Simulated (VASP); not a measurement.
Here is a VASP 6.6.1 calculation.

INCAR

```
SYSTEM = N
PREC = Accurate
ENCUT = 520
EDIFF = 1E-7
ISMEAR = -1
SIGMA = 0.13605693000000002
LREAL = .FALSE.
LASPH = .TRUE.
NELM = 60
ALGO = Normal
ISIF = 2
LWAVE = .FALSE.
LCHARG = .TRUE.
GGA = PE
LELF = .TRUE.
LVHAR = .TRUE.
NBANDS = 8
```

File KPOINTS:

```
Automatic mesh
0
G
  18 18 18
  0 0 0
```

File POSCAR:

```
N
1.0
    0.0000000000      1.5606276239      1.5606276239
    1.5606276239      0.0000000000      1.5606276239
    1.5606276239      1.5606276239      0.0000000000
N
1
Direct
    0.0000000000      0.0000000000      0.0000000000
```

Potentials or basis: VASP PAW PBE potentials, release 64 (N).

Launch:

```console
$ cat potpaw_PBE.64/N/POTCAR > POTCAR
$ mpirun -np 1 vasp_std > vasp.out
```

Task: Predict the band gap on the k mesh.

Result: None (metal or under the smearing width).

Task: What does it give for the pressure?

Result: 0.0 GPa.
